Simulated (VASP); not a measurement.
# Ga (Cmce) in VASP: single point with PBE

Aim: the single point of Ga with PBE.

Everything below comes from runs of VASP 6.6.1. Logs are shortened: lines on timing, memory, paths and dates and some standing lists are left out, and cuts for length are marked.

## (1) Starting point

The structure is orthorhombic, space group Cmce (No. 64). The conventional cell has a = 4.578 Å, b = 7.718 Å, c = 4.599 Å, α = 90.00°, β = 90.00°, γ = 90.00°. Around Ga (site symmetry m) lie 7 Ga at 2.53 to 2.81 Å.

## (2) Single point, PBE

The input, INCAR:

```
PREC     = Accurate       # precision mode
ENCUT    = 520            # plane-wave cutoff, eV
EDIFF    = 1E-7           # SCF threshold, eV
ISMEAR   = 0              # smearing method
SIGMA    = 0.05           # smearing width, eV
LREAL    = F              # projectors in reciprocal space
LASPH    = T              # aspherical terms in the spheres
NELM     = 100            # most SCF steps
ALGO     = Fast           # electronic algorithm
ISIF     = 2              # what is computed and relaxed
LWAVE    = F              # write WAVECAR
LCHARG   = F              # write CHGCAR
GGA      = PE             # functional
NBANDS   = 34             # bands
```

The input, KPOINTS:

```
regular mesh
0
Gamma
  6 6 4
```

The input, POSCAR:

```
Ga
1.0
    2.2892112477     -3.8587942552      0.0000000000
    2.2892112477      3.8587942552      0.0000000000
    0.0000000000      0.0000000000      4.5985772281
Ga
4
Direct
    0.3436635094      0.6563364906      0.5835683755
    0.6563364906      0.3436635094      0.4164316245
    0.8436635094      0.1563364906      0.9164316245
    0.1563364906      0.8436635094      0.0835683755
```

Potentials or basis: VASP PAW PBE potentials, release 64 (Ga_d).

Launch:

```
$ cat potpaw_PBE.64/Ga_d/POTCAR > POTCAR
$ mpirun -np 1 vasp_std > vasp.out
```

OUTCAR:

```text
PREC = Accurate
   ENCUT = 520
   EDIFF = 1E-7
   ISMEAR = 0
   LREAL = F
   LASPH = T
   NELM = 100
   ISIF = 2
   GGA = PE

 ion  position               nearest neighbor table
   1  0.344  0.656  0.584-   2 2.53   4 2.72   4 2.72   3 2.75   3 2.75   2 2.81   2 2.81
   2  0.656  0.344  0.416-   1 2.53   3 2.72   3 2.72   4 2.75   4 2.75   1 2.81   1 2.81
   3  0.844  0.156  0.916-   4 2.53   2 2.72   2 2.72   1 2.75   1 2.75   4 2.81   4 2.81
   4  0.156  0.844  0.084-   3 2.53   1 2.72   1 2.72   2 2.75   2 2.75   3 2.81   3 2.81

  LATTYP: Found a base centered orthorhombic cell.
 ALAT       =     4.5784224954
 B/A-ratio  =     1.6856435854
 C/A-ratio  =     1.0044021129

  Lattice vectors:

 A1 = (   2.2892112477,  -3.8587942552,   0.0000000000)
 A2 = (   2.2892112477,   3.8587942552,   0.0000000000)
 A3 = (   0.0000000000,   0.0000000000,   4.5985772281)

Analysis of symmetry for initial positions (statically):
=====================================================================
 Subroutine PRICEL returns:
 Original cell was already a primitive cell.

 Routine SETGRP: Setting up the symmetry group for a
 base centered orthorhombic supercell.

 Subroutine GETGRP returns: Found  8 space group operations
 (whereof  4 operations were pure point group operations)
 out of a pool of  8 trial point group operations.

The static configuration has the point symmetry C_2h.
 The point group associated with its full space group is D_2h.

Analysis of symmetry for dynamics (positions and initial velocities):
=====================================================================
 Subroutine PRICEL returns:
 Original cell was already a primitive cell.

 Routine SETGRP: Setting up the symmetry group for a
 base centered orthorhombic supercell.

 Subroutine GETGRP returns: Found  8 space group operations
 (whereof  4 operations were pure point group operations)
 out of a pool of  8 trial point group operations.

The dynamic configuration has the point symmetry C_2h.
 The point group associated with its full space group is D_2h.

 Subroutine INISYM returns: Found  8 space group operations
 (whereof  4 operations are pure point group operations),
 and found     1 'primitive' translations

----------------------------------------------------------------------------------------

                                     Primitive cell

  volume of cell :      81.2439

  direct lattice vectors                    reciprocal lattice vectors
     2.289211248 -3.858794255  0.000000000     0.218415841 -0.129574154  0.000000000
     2.289211248  3.858794255  0.000000000     0.218415841  0.129574154  0.000000000
     0.000000000  0.000000000  4.598577228     0.000000000  0.000000000  0.217458564

  length of vectors
     4.486733917  4.486733917  4.598577228     0.253958542  0.253958542  0.217458564

  position of ions in fractional coordinates (direct lattice)
     0.343663509  0.656336491  0.583568376
     0.656336491  0.343663509  0.416431624
     0.843663509  0.156336491  0.916431624
     0.156336491  0.843663509  0.083568376

  ion indices of the primitive-cell ions
   primitive index   ion index
                 1           1
                 2           2
                 3           3
                 4           4

----------------------------------------------------------------------------------------

 KPOINTS: regular mesh

Automatic generation of k-mesh.
 Grid dimensions read from file:
 generate k-points for:    6    6    4

 Generating k-lattice:

  Cartesian coordinates                     Fractional coordinates (reciprocal lattice)
     0.036402640 -0.021595692  0.000000000     0.166666667  0.000000000  0.000000000
     0.036402640  0.021595692  0.000000000     0.000000000  0.166666667  0.000000000
     0.000000000  0.000000000  0.054364641     0.000000000  0.000000000  0.250000000

  Length of vectors
     0.042326424  0.042326424  0.054364641

  Shift w.r.t. Gamma in fractional coordinates (k-lattice)
     0.000000000  0.000000000  0.000000000

 Subroutine IBZKPT returns following result:
 ===========================================

 Found     39 irreducible k-points:

 Following reciprocal coordinates:
            Coordinates               Weight
  0.000000  0.000000  0.000000      1.000000
  0.166667 -0.000000  0.000000      4.000000
  0.333333  0.000000  0.000000      4.000000
  0.500000 -0.000000  0.000000      2.000000
  0.166667  0.166667  0.000000      2.000000
  0.333333  0.166667  0.000000      4.000000
[... 16 lines left out ...]
  0.333333  0.333333  0.250000      4.000000
  0.500000  0.333333  0.250000      8.000000
 [... further k-points ...]
   k-points           NKPTS =     39   k-points in BZ     NKDIM =     39   number of bands    NBANDS=     34
   number of dos      NEDOS =    301   number of ions     NIONS =      4
   total plane-waves  NPLWV =  46656
   dimension x,y,z NGX =    36 NGY =   36 NGZ =   36
   dimension x,y,z NGXF=    72 NGYF=   72 NGZF=   72
   ions per type =               4
   NGX,Y,Z   is equivalent  to a cutoff of  13.34, 13.34, 13.01 a.u.
   NGXF,Y,Z  is equivalent  to a cutoff of  26.68, 26.68, 26.03 a.u.
 SYSTEM =  unknown system
   PREC   = accura    normal or accurate (medium, high low for compatibility)
   ISTART =      0    job   : 0-new  1-cont  2-samecut
   ICHARG =      2    charge: 1-file 2-atom 10-const
   ISPIN  =      1    spin polarized calculation?
   LNONCOLLINEAR =      F non collinear calculations
   LSORBIT =      F    spin-orbit coupling
   LASPH  =      T    aspherical Exc in radial PAW
   ENCUT  =  520.0 eV  38.22 Ry    6.18 a.u.   8.34  8.34  8.55*2*pi/ulx,y,z
   NELM   =    100;   NELMIN=  2; NELMDL= -5     # of ELM steps
   EDIFF  = 0.1E-06   stopping-criterion for ELM
   LREAL  =      F    real-space projection
   EDIFFG = 0.1E-05   stopping-criterion for IOM
   NSW    =      0    number of steps for IOM
   IBRION =     -1    ionic relax: 0-MD 1-quasi-New 2-CG
   NFREE  =      0    steps in history (QN), initial steepest desc. (CG)
   ISIF   =      2    stress and relaxation
   ISYM   =      2    0-nonsym 1-usesym 2-fastsym
   POTIM  = 0.5000    time-step for ionic-motion
   TEBEG  =    0.0;   TEEND  =   0.0 temperature during run
   PSTRESS=    0.0 pullay stress
   NELECT =      52.0000    total number of electrons
   NUPDOWN=      -1.0000    fix difference up-down
   EMIN   =  10.00;   EMAX   =-10.00  energy-range for DOS
   EFERMI =   0.00;   METHOD = LEGACY
   ISMEAR =     0;   SIGMA  =   0.05  broadening in eV -4-tet -1-fermi 0-gaus
   EFERMI_NEDOS =   21; number of points for ismear=-14 and -15
   IALGO  =     68    algorithm
   IMIX   =      4    mixing-type and parameters
     AMIX     =   0.40;   BMIX     =  1.00
     AMIX_MAG =   1.60;   BMIX_MAG =  1.00
  volume/ion in A,a.u.               =      20.31       137.07
  Fermi-wavevector in a.u.,A,eV,Ry     =   1.410844  2.666108 27.082130  1.990480
  Thomas-Fermi vector in A             =   2.532756
   LORBIT       =      0    0 simple, 1 ext, 2 COOP (PROOUT), +10 PAW based schemes
   GGA     = PE    functional components
   LHFCALC =     F    Hartree Fock is set to
   AEXX    =    0.0000 exact exchange contribution
   IVDW    =     0    specifies the selected vdW correction
   LEPSILON=     F    determine dielectric tensor
   LRPA    =     F    only Hartree local field effects (RPA)
 non-spin polarized calculation
 RMM-DIIS sequential band-by-band and
 Gauss-broadening in eV      SIGMA  =   0.05
  energy-cutoff  :      520.00
  volume of cell :       81.24
 maximum number of plane-waves:      2214
 NGX is ok and might be reduce to    36
   NGX = 17   NGY = 17   NGZ = 17

 number of electron      52.0000011 magnetization

 Free energy of the ion-electron system (eV)
  ---------------------------------------------------
  ext. energy  EPLUGINS =         0.00000000
  ---------------------------------------------------
  free energy    TOTEN  =       -11.68519136 eV

  energy without entropy =      -11.68377285  energy(sigma->0) =      -11.68448211

 E-fermi :   4.6202     XC(G=0): -10.4702

 val. band max:        4.5969692389   @ k =   0.1667   0.1667   0.0000
 cond. band min:       4.7384519558   @ k =   0.0000   0.0000   0.5000
 fundamental gap:      0.1414827169
 Fermi energy:         4.6201836696

 k-point     1 :       0.0000    0.0000    0.0000
  band No.  band energies     occupation
      1     -10.3781      2.00000
      2     -10.3710      2.00000
      3     -10.3454      2.00000
      4     -10.3302      2.00000
      5     -10.3093      2.00000
      6     -10.2879      2.00000
[... 26 lines left out ...]
     33      11.3849      0.00000
     34      12.1356      0.00000

 k-point     2 :       0.1667   -0.0000    0.0000
  band No.  band energies     occupation
      1     -10.3807      2.00000
      2     -10.3607      2.00000
      3     -10.3526      2.00000
      4     -10.3389      2.00000
      5     -10.2962      2.00000
      6     -10.2775      2.00000
[... 26 lines left out ...]
     33      11.0822      0.00000
     34      11.8053      0.00000

 k-point     3 :       0.3333    0.0000    0.0000
  band No.  band energies     occupation
      1     -10.3792      2.00000
      2     -10.3587      2.00000
      3     -10.3581      2.00000
      4     -10.3311      2.00000
      5     -10.2974      2.00000
      6     -10.2942      2.00000
[... 26 lines left out ...]
     33      10.4260      0.00000
     34      11.8744      0.00000

 k-point     4 :       0.5000   -0.0000    0.0000
  band No.  band energies     occupation
      1     -10.3743      2.00000
      2     -10.3743      2.00000
      3     -10.3345      2.00000
      4     -10.3345      2.00000
      5     -10.3049      2.00000
      6     -10.3049      2.00000
[... 26 lines left out ...]
     33      11.7597      0.00000
     34      11.7597      0.00000

 k-point     5 :       0.1667    0.1667    0.0000
  band No.  band energies     occupation
      1     -10.3840      2.00000
      2     -10.3688      2.00000
      3     -10.3449      2.00000
      4     -10.3433      2.00000
      5     -10.2998      2.00000
      6     -10.2736      2.00000
[... 621 lines left out ...]
 k-point    22 :      -0.1667    0.1667    0.2500
  band No.  band energies     occupation
      1     -10.3748      2.00000
      2     -10.3603      2.00000
      3     -10.3601      2.00000
      4     -10.3425      2.00000
      5     -10.3027      2.00000
      6     -10.2969      2.00000
[... 26 lines left out ...]
     33      11.1350      0.00000
     34      11.5791      0.00000

 k-point    23 :       0.3333    0.3333    0.2500
  band No.  band energies     occupation
      1     -10.4226      2.00000
      2     -10.3732      2.00000
      3     -10.3615      2.00000
      4     -10.3185      2.00000
      5     -10.3058      2.00000
      6     -10.2688      2.00000
[... 26 lines left out ...]
     33      11.9492      0.00000
     34      12.4848      0.00000

 k-point    24 :       0.5000    0.3333    0.2500
  band No.  band energies     occupation
      1     -10.4201      2.00000
      2     -10.3717      2.00000
      3     -10.3522      2.00000
      4     -10.3285      2.00000
      5     -10.3125      2.00000
      6     -10.2957      2.00000
[... 26 lines left out ...]
     33      12.2251      0.00000
     34      13.1687      0.00000

 [... further k-points ...]

------------------------ aborting loop because EDIFF is reached ----------------------------------------

  FORCE on cell =-STRESS in cart. coord.  units (eV):
  Direction    XX          YY          ZZ          XY          YZ          ZX
  --------------------------------------------------------------------------------------
  -------------------------------------------------------------------------------------
  Total        0.0097763      0.1000666      0.0473502      0.0000000      0.0000000      0.0000000
  in kB        0.1927951      1.9733711      0.9337729      0.0000000      0.0000000      0.0000000
  external PRESSURE =       1.0333130 kB  Pullay stress =       0.0000000 kB

 VOLUME and BASIS-vectors are now :
 -----------------------------------------------------------------------------
  energy-cutoff  :      520.00
  volume of cell :       81.24
      direct lattice vectors                 reciprocal lattice vectors
     2.289211248 -3.858794255  0.000000000     0.218415841 -0.129574154  0.000000000
     2.289211248  3.858794255  0.000000000     0.218415841  0.129574154  0.000000000
     0.000000000  0.000000000  4.598577228     0.000000000  0.000000000  0.217458564

 POSITION                                       TOTAL-FORCE (eV/Angst)
 -----------------------------------------------------------------------------------
      2.28921      1.20654      2.68358         0.000000      0.000652      0.004646
      2.28921     -1.20654      1.91499         0.000000     -0.000652     -0.004646
      2.28921     -2.65225      4.21428         0.000000      0.000652     -0.004646
      2.28921      2.65225      0.38430         0.000000     -0.000652      0.004646
 -----------------------------------------------------------------------------------
    total drift:                                0.000000     -0.000000      0.000000

  FREE ENERGIE OF THE ION-ELECTRON SYSTEM (eV)
  ---------------------------------------------------
  free  energy   TOTEN  =       -11.6851913617 eV

  energy  without entropy=      -11.6837728542  energy(sigma->0) =      -11.68448211
```

It took 80 s on 1 thread of AMD EPYC 9R45 (Zen 5), shared host; peak memory 0.21 GiB.

What came out:

```
Free energy            : -11.6852 eV
Pressure               : 0.1 GPa
Largest force          : 0.005 eV/Å
Band gap on the k mesh : none (metal or under the smearing width)
```

Forces in eV/Å, atoms in the order of the input:
```
Ga   0.000  0.001  0.005
Ga   0.000 -0.001 -0.005
Ga   0.000  0.001 -0.005
Ga   0.000 -0.001  0.005
```

Stress tensor (GPa, compression positive):
```
0.02 0.00 0.00
0.00 0.20 0.00
0.00 0.00 0.09
```
